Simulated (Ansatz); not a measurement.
**KCl (Sylvite) in Ansatz: the effect of functional**

KCl (Sylvite):

```
K Cl
1.0
     0.00000    3.20818    3.20818
     3.20818    0.00000    3.20818
     3.20818    3.20818    0.00000
K Cl
1 1
Cartesian
  0.0000 0.0000 0.0000
  3.2082 3.2082 3.2082
```

The cell isn't the ideal one: volume scaled by 1.06.

Alike in all runs:

- Program: Ansatz 0.2.0
- Task: single point
- Potentials or basis: Ansatz PAW
- k mesh: 7 × 7 × 7
- Occupations: fermi-dirac, width 0.05 eV
- Spin: no spin polarisation

```csv
functional,cutoff,gap on the mesh (eV),pressure (GPa)
LDA,420 eV (not typed: the program's choice for these potentials),4.56,-2.6
PBEsol,420 eV (not typed: the program's choice for these potentials),?,?
r2SCAN,500 eV (not typed: the program's choice for these potentials),5.63,-1.0
```

Task: What does the run with functional PBEsol give?

Result: gap on the mesh 4.85 eV; pressure -1.2 GPa.

Caveats: odd divisions of the mesh miss points on the zone boundary, where band edges often lie, so the gap on the mesh can be too wide; the PAW data sets come from PBE, with cores solved anew for the run's functional, which leaves a small shift of forces and pressure.

A k mesh can miss the band edges.
